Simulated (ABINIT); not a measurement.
Crystal: C.

```
C
1.0
     0.00000    1.78337    1.78337
     1.78337    0.00000    1.78337
     1.78337    1.78337    0.00000
C
2
Direct
  0.75000 0.75000 0.75000
  0.50000 0.50000 0.50000
```

This isn't the form of C at room conditions, which is graphite.

Base run:

* Program: ABINIT 10.8.3 (patched build)
* Functional: BP86
* Potentials or basis: JTH PAW PBE v2.0
* Cutoff: 544 eV
* k mesh: 13 × 13 × 13
* Occupations: fermi-dirac, width 0.05 eV
* Spin: no spin polarisation

Its results: band gap on the k mesh 4.19 eV, indirect (least direct gap 5.63 eV); pressure 4.0 GPa.

Problem. After a change of settings the same cell gave: band gap on the k mesh 4.14 eV, indirect (least direct gap 5.59 eV); pressure -2.7 GPa. Which change was it?
A. functional from BP86 to PBE; k mesh from 13 × 13 × 13 to 10 × 10 × 10
B. functional from BP86 to LDA-VWN; potentials or basis from JTH PAW PBE v2.0 to JTH PAW LDA v2.0
C. functional from BP86 to OLYP
D. functional from BP86 to PBEsol; k mesh from 13 × 13 × 13 to 8 × 8 × 8

Solution. C.

Caveats: the PAW data sets were made with another functional, which shifts forces and pressure a little; the atomic spheres overlap.
